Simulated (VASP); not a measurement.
Os: single point with revPBE

Crystal: Os.

```
Os
1.0
    -1.59071    1.59071    1.59071
     1.59071   -1.59071    1.59071
     1.59071    1.59071   -1.59071
Os
1
Direct
  0.00000 0.00000 0.00000
```

This isn't the form of Os at room conditions, which is hcp.

```
Program             : VASP 6.6.1
Task                : single point
Functional          : revPBE
Potentials or basis : VASP PAW PBE potentials, release 64 (Os)
Cutoff              : 520 eV
k mesh              : 16 × 16 × 16
Occupations         : fermi-dirac, width 0.1 eV
Spin                : no spin polarisation
```

```yaml
Pressure: -22.0 GPa
Band_gap_on_the_k_mesh: none (metal or under the smearing width)
```

Levels at points of the mesh, in eV from the Fermi level:
```csv
k point,band 2,band 3,band 4,band 5,band 6,band 7
"(0.00, 0.00, 0.00)",-2.88,-2.88,-2.88,-0.05,-0.05,16.08
"(0.50, 0.00, 0.00)",-4.64,-0.21,-0.12,0.45,2.68,7.69
"(0.50, 0.50, 0.50)",-6.25,2.00,2.00,2.00,7.39,7.39
```

Wall time 32 s on 1 thread of AMD EPYC 7R43 64-Core Processor (Zen 3), with other jobs on the host, peak memory 0.11 GiB.

Caveat: so large a pressure means that the cell lies far from this level's equilibrium, or that cutoff or potentials fall short; the potentials were made for another functional, which shifts forces and pressure. Spin-orbit coupling is left out, which matters for the levels of Os.
